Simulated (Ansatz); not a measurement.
# CuO: how settings move the results

The task, for CuO: sweep the plane-wave cutoff on the displaced cell.

Computed with Ansatz 0.2.0 (DFT PBEsol, scalar-relativistic, plane waves, PAW, unless a step's input says otherwise).

1 further run of the same task is left out (set aside as unsound or not needed). Runs told in other sessions of the task aren't counted.

**1. Starting point**

The structure is monoclinic, space group C2/c (No. 15). Conventional cell: a = 4.100 Å, b = 4.045 Å, c = 5.176 Å, α = 90.00°, β = 90.27°, γ = 90.00°. Around Cu (site symmetry -1) lie 4 O at 1.94 Å. O (site symmetry 2) has 4 Cu at 1.94 Å in its first shell of neighbours.

The space group C2/c holds at a tolerance of 0.01 Å; at 0.001 Å the coordinates give P-1. Cell or atoms stand a little off a more symmetric structure (P4_2/mmc at a tolerance of 0.3 Å), so results at this geometry aren't those of that ideal crystal.

Coordinates:

```
Cu O
1.0
     2.87950    0.00000    0.00000
     0.03907    2.87928    0.00000
     0.01750    0.01724    5.17634
Cu O
2 2
Direct
  0.50000 0.00000 0.50000
  0.00000 0.50000 0.00000
  0.00158 0.99833 0.25011
  0.99842 0.00167 0.74989
```

The structure comes from the Materials Project (structure only); it is used as listed.

**2. The base input**

input.yaml

```yaml
crystal:
  lattice:
    - [2.8795009639, 0.0, 0.0]
    - [0.039072758, 2.8792794796, 0.0]
    - [0.0174953863, 0.0172449008, 5.1763391994]
  atoms:
    - { symbol: Cu, position: [0.5, 0.0, 0.5] }
    - { symbol: Cu, position: [0.0, 0.5, 0.0] }
    - { symbol: O, position: [0.00157603, 0.99832822, 0.2501129] }
    - { symbol: O, position: [0.99842397, 0.00167178, 0.7498871] }
basis:
  ecutwfc: 420
kpoints:
  mp_grid: { grid: [14, 14, 8] }
hamiltonian:
  xc: pbesol
scf:
  occupations: { method: gaussian, width: 0.1 }
output:
  forces: true
  stress: true
  eigenvalues: true
  populations: true
```

Its results, from an earlier run: -3574.1361 eV/atom at zero smearing, pressure -2.05 GPa, largest force 0.013 eV/Å, no gap on the mesh, in 8 SCF cycles and 61 s.

The runs on the displaced cell use a copy made earlier, with the atoms moved and the axes strained (about 1 %) at random, so that forces and shear stress do not vanish.

**3. Plane-wave cutoff on the displaced cell set to 200 eV**

input.yaml

```yaml
crystal:
  lattice:
    - [2.9027900792, 0.012834691, -0.0340833917]
    - [0.0522224784, 2.8448878033, 0.0026072298]
    - [-0.0435563076, 0.0226345624, 5.2731527454]
  atoms:
    - { symbol: Cu, position: [0.5106995731, 0.0053434258, 0.4983983317] }
    - { symbol: Cu, position: [0.0537874343, 0.4780918003, -0.0097061318] }
    - { symbol: O, position: [-0.0431909901, 0.9791177467, 0.2496237619] }
    - { symbol: O, position: [1.0253855975, 0.0012663399, 0.7685903712] }
basis:
  ecutwfc: 200
kpoints:
  mp_grid: { grid: [10, 10, 6] }
hamiltonian:
  xc: pbesol
scf:
  occupations: { method: gaussian, width: 0.1 }
output:
  forces: true
  stress: true
  eigenvalues: true
```

Launch:

```console
> ansatz run input.yaml --threads 1 --pin off --max-ram 2560MiB --backend cpu --events-out ev --progress --plain --runs-dir out
```

Further runs follow: plane-wave cutoff on the displaced cell set to 250 eV; plane-wave cutoff on the displaced cell set to 300 eV; plane-wave cutoff on the displaced cell: 350 eV; plane-wave cutoff on the displaced cell set to 600 eV.

Q: Predict the outcome of the series: the values and the trend.

As calculated:

| quantity | value |
| --- | --- |
| plane-wave cutoff on the displaced cell: within 10 and 1 meV/atom of 600 eV from | 420 eV for 10; none of the others for 1 |

What this shows: The energy still moves by 5.01 meV/atom between the last two values of the plane-wave cutoff on the displaced cell, so 1 meV/atom is not shown to be reached. Much of this error cancels in differences between similar cells. The pressure is off by up to 19.5 GPa. Forces stay within 0.01 eV/Å of the reference from 420 eV on. In some runs cutoff or mesh lie under the advised values, so their numbers carry a basis error. The final runs have no spin polarisation, so a magnetic state may lie lower.
